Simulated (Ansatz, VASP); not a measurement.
# Zn36HNO35 (N-H pair in ZnO): VASP beside Ansatz, part 2 of 2

Wanted: the spread between two codes on one cell, functional and k mesh. The cell is taken from a series of runs on this material, whose earlier steps may have relaxed, scaled, displaced or heated it; both programs get it as it stands.

VASP 6.6.1 and Ansatz 0.2.0.

So far: Set-up; Ansatz: single point, r2SCAN.

### 3. VASP: single point, r2SCAN

Level of this step: r2SCAN; plane waves and PAW (Zn, O, N, H) (VASP).

The same cell, functional, mesh and smearing now go to VASP, with its own data sets.

Lines of VASP's logs that name or quote its potential files are left out, and so is its time.

The input, INCAR:

```
SYSTEM = Zn36HNO35
PREC = Accurate
ENCUT = 580
EDIFF = 1E-06
NELM = 120
ISMEAR = -1
SIGMA = 0.01
LREAL = Auto
ALGO = Normal
METAGGA = R2SCAN
LASPH = .TRUE.
NBANDS = 376
LORBIT = 11
LWAVE = .FALSE.
LCHARG = .FALSE.
ISIF = 2
ISYM = 0
GGA_COMPAT = .FALSE.
EFERMI = MIDGAP
LMIXTAU = .TRUE.
NCORE = 2
```

The input, POSCAR:

```
Zn36HNO35
1.0
    9.7058587916      0.0000000000      0.0000000000
   -4.8529293958      8.4055202790      0.0000000000
    0.0000000000      0.0000000000     10.4220577674
Zn O N H
36 35 1 1
Direct
    0.1073648103      0.2194164003      0.2493568150
    0.2203301863      0.1097231400      0.0000444832
    0.1136616944      0.2251448852      0.7470625176
    0.2206886997      0.1083163744      0.4993640815
    0.1073484582      0.5553858589      0.2494624443
    0.2198119554      0.4429625670      0.9954162072
    0.1136675832      0.5559029328      0.7470620948
    0.2361797042      0.4507365224      0.4940718087
    0.1074497093      0.8874287961      0.2498271076
    0.2203996846      0.7766928098      0.0000267582
    0.1095509075      0.8884106701      0.7501400795
    0.2209068709      0.7781967394      0.4992955166
    0.4423760731      0.2223009358      0.2497552463
    0.5560553785      0.1111167727      0.0016710200
    0.4425248409      0.2187870407      0.7529781480
    0.5588640452      0.1126195360      0.5005206686
    0.4308184769      0.5497353599      0.2412942241
    0.5551024576      0.4434465220      0.9983985841
    0.4474370106      0.5576333629      0.7499276433
    0.5511510954      0.4316024252      0.5090496675
    0.4424374776      0.8880213144      0.2497109090
    0.5552102679      0.7780655645      0.9981168514
    0.4426642928      0.8913605609      0.7527000775
    0.5517361073      0.7860648077      0.5084932923
    0.7761730819      0.2217951738      0.2499519562
    0.8890012638      0.1109928908      0.9996291594
    0.7790801282      0.2232860080      0.7498158430
    0.8929144849      0.1132502468      0.4990243860
    0.7724783799      0.5524244346      0.2506539239
    0.8889826307      0.4441066352      0.9997298571
    0.7806186239      0.5561535396      0.7510520968
    0.8929794780      0.4456108701      0.4990555878
    0.7725659346      0.8874944337      0.2504801764
    0.8873894342      0.7767221943      0.0018240596
    0.7806981036      0.8919374692      0.7509099633
    0.8850789595      0.7753784142      0.4999172348
    0.2196085800      0.1096451273      0.1898529807
    0.1157299061      0.2258690336      0.4390595077
    0.2221607242      0.1104077207      0.6893082315
    0.1102035755      0.2208596008      0.9371058856
    0.2114964628      0.4393885760      0.1846395472
    0.1158852449      0.5557613053      0.4391753946
    0.2271187892      0.4471580148      0.6850499612
    0.1101601447      0.5556194318      0.9371238225
    0.2196585523      0.7772118346      0.1898526223
    0.1072057618      0.8865238729      0.4396679842
    0.2222190141      0.7789129161      0.6892419920
    0.1090498582      0.8876376961      0.9400204777
    0.5540466233      0.1108951702      0.1909483982
    0.4424212574      0.2164635348      0.4395765775
    0.5568384296      0.1121921169      0.6903542491
    0.4427779461      0.2200013697      0.9417772181
    0.5515614243      0.4431830222      0.1876204307
    0.5565953485      0.4419595940      0.6966898419
    0.4433310846      0.5549218421      0.9397578675
    0.5517524653      0.7763957577      0.1872579323
    0.4426109932      0.8925855097      0.4395339636
    0.5567621769      0.7821578630      0.6963641734
    0.4427690817      0.8892460948      0.9415308993
    0.8857247529      0.1091852649      0.1895245115
    0.7802182920      0.2231870069      0.4397308061
    0.8909018073      0.1130850029      0.6890013223
    0.7775030817      0.2219264442      0.9397546989
    0.8856949640      0.4438447198      0.1896542652
    0.7758344031      0.5517989852      0.4413058125
    0.8909155555      0.4451496760      0.6890299813
    0.7779224150      0.5553632777      0.9405669902
    0.8845055149      0.7757979334      0.1916920099
    0.7763489427      0.8901619685      0.4410003260
    0.8878409442      0.7774795204      0.6898057405
    0.7780431731      0.8888772439      0.9404234704
    0.4646766736      0.5660545832      0.4358847298
    0.5864255761      0.6247696287      0.3955469909
```

The input, KPOINTS:

```
Points of the shifted mesh
1
Reciprocal
 0.2500000000  0.2500000000  0.2500000000 1
```

PAW data sets: Zn, O, N and H (PBE family, release 64).

The run is started by

```
$ mpirun -np 8 vasp_std
```

Numbers of over 12 decimals in the logs are rounded to 6 here.

The log of the run:

```text
[banner, memory and clock lines left out]
running    8 mpi-ranks, on    1 nodes
[...]
|                                                                             |
|               ----> ADVICE to this user running VASP <----                  |
|                                                                             |
|     You enforced a specific xc type in the INCAR file but a different       |
|     [... a line on the potential file left out ...]
|     I HOPE YOU KNOW WHAT YOU ARE DOING!                                     |
|                                                                             |

 LDA part: xc-table for (None), standard interpolation
 POSCAR, INCAR and KPOINTS ok, starting setup
[...]
entering main loop
       N       E                     dE             d eps       ncg     rms          rms(c)
DAV:   1     0.101102512753E+05    0.10110E+05   -0.29875E+05   752   0.278E+03
DAV:   2     0.188934467157E+04   -0.82209E+04   -0.79038E+04   752   0.784E+02
DAV:   3    -0.476525795549E+03   -0.23659E+04   -0.22344E+04   768   0.318E+02
DAV:   4    -0.828587352029E+03   -0.35206E+03   -0.34627E+03   840   0.127E+02
[...]
DAV:  36    -0.657559180478E+03    0.28745E-04   -0.13263E-05   944   0.195E-02    0.304E-02
DAV:  37    -0.657559204444E+03   -0.23966E-04   -0.13377E-05   800   0.222E-02    0.245E-02
DAV:  38    -0.657559205345E+03   -0.90133E-06   -0.14891E-06   432   0.154E-02
   1 F= -.65755921E+03 E0= -.65755921E+03  d E =0.000000E+00
```

OUTCAR, selected parts (step 3):

```text
  FREE ENERGIE OF THE ION-ELECTRON SYSTEM (eV)
  ---------------------------------------------------
  free  energy   TOTEN  =      -657.5592053454 eV

  energy  without entropy=     -657.5592053454  energy(sigma->0) =     -657.55920535

[... 1 further part left out ...]
```

The run ends at a pressure of 1.03 GPa, with forces up to 2.2 eV/Å.

### 4. Differences

Known differences besides the potentials themselves: VASP keeps PBE cores, Ansatz makes them for the functional; the cutoff is 500 eV in Ansatz and 580 eV in VASP (PREC = Accurate, projectors in real space). Total energies have different zeros and are not compared.

The two programs side by side:

| quantity | Ansatz | VASP | difference |
| --- | --- | --- | --- |
| gap on the k mesh (eV) | 2.721 | 2.725 | -0.003 |

Forces on 8 of the 73 atoms, those with the largest forces and the largest differences (eV/Å; atoms numbered as in POSCAR):

| atom | Ansatz x, y, z | VASP x, y, z |
| --- | --- | --- |
| Zn7 | 0.001, 0.003, -0.001 | 0.009, 0.000, -0.036 |
| Zn8 | -0.061, -0.038, 0.019 | -0.035, -0.021, 0.023 |
| Zn17 | 0.031, 0.019, 0.065 | 0.035, 0.020, 0.078 |
| Zn20 | -0.047, 0.045, -0.027 | -0.057, 0.052, -0.057 |
| Zn24 | 0.013, -0.061, -0.030 | 0.021, -0.075, -0.044 |
| Zn36 | 0.012, 0.006, 0.011 | 0.011, -0.005, 0.037 |
| N72 | 1.843, 1.014, -0.859 | 1.796, 0.986, -0.845 |
| H73 | -1.854, -1.017, 0.877 | -1.802, -0.988, 0.847 |

The forces differ by 11 meV/Å r.m.s., which is 5.2 % of the r.m.s. force of 0.213 eV/Å (both taken over all components). A gap on the mesh is an upper bound, since the band edges may lie between its points. VASP's last cycles still show a density residual of 2e-03, so its state may not be settled.

### 5. Summary of results

| Quantity | Value |
| --- | --- |
| r.m.s. force difference (single point, r2SCAN) | 5.2 % of the r.m.s. force |

**Reading.** The r.m.s. force difference is 5.2 % of the r.m.s. force (single point, r2SCAN), beyond the 3 % picked in this series as the mark of a large difference. Such differences can come from data sets, numerical settings and the points named under the comparisons, not from the functional's error against experiment.

[Lines on the potential files, build, host, timing and source positions are cut from VASP's logs without a mark.]

[Logs are printed without paths, hosts, clocks, repeated set-up lines and the standing remarks that a program may print on its own settings, such as how far it seeks lower states.]

[Hosts, paths, dates, database ids (printed as entryN), source tags and the programs' standing remarks are cut or masked in the printed files.]
